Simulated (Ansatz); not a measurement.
**BAs: a single-point run**

The task is a single-point run on BAs. The structure is shown as the input types it. The cell is built on a prototype (rocksalt) and needn't be the phase found in nature.

Program: Ansatz 0.2.0. Level of theory: density functional or hybrid calculation with the settings of its input, plane waves (as first typed). These are calculated values, not measurements.

6 further runs of the same task are left out: 1 for a known fault of the program, 5 that didn't finish.

## Step 1: The structure to begin with

It takes space group Fm-3m (No. 225, cubic). Conventional cell: a = 4.611 Å, b = 4.611 Å, c = 4.611 Å, α = 90.00°, β = 90.00°, γ = 90.00°. Around B (site symmetry m-3m) lie 6 As at 2.31 Å. As (site symmetry m-3m) has 6 B at 2.31 Å as nearest neighbours.

The input asks for a charge of +0.1 e on the cell.

Structure file:

```cif
data_structure
_symmetry_space_group_name_H-M 'P 1'
_symmetry_Int_Tables_number 1
_cell_length_a 3.2602
_cell_length_b 3.2602
_cell_length_c 3.2602
_cell_angle_alpha 60.000
_cell_angle_beta 60.000
_cell_angle_gamma 60.000
_cell_volume 24.50
loop_
_atom_site_label
_atom_site_type_symbol
_atom_site_fract_x
_atom_site_fract_y
_atom_site_fract_z
_atom_site_occupancy
B1 B 0.00000 0.00000 0.00000 1
As1 As 0.50000 0.50000 0.50000 1
```

## Step 2: Input and run

Contents of input.yaml:

```yaml
crystal:
  lattice:
    - [0.0, 2.3052873216, 2.3052873216]
    - [2.3052873216, 0.0, 2.3052873216]
    - [2.3052873216, 2.3052873216, 0.0]
  atoms:
    - { symbol: B, position: [0.0, 0.0, 0.0] }
    - { symbol: As, position: [0.5, 0.5, 0.5] }
kpoints:
  mp_grid: { grid: [6, 6, 6] }
hamiltonian:
  xc: pbe
scf:
  occupations: { method: fermi_dirac, width: 0.02 }
  n_extra_bands: 4
  max_iter: 77
output:
  forces: true
  stress: true
  eigenvalues: true
total_charge: 0.1
```

Launch:

```sh
$ ansatz run input.yaml --threads 4 --pin off --max-ram 3686MiB --backend cpu --events-out ev --progress --plain --runs-dir out
```

What happens when this is run?

This run ends as converged. Convergence says nothing about whether the input makes sense.

Look at the input: total_charge is 0.1. With this charge the calculation describes a differently charged system.

The test: delete total_charge (the default then holds).
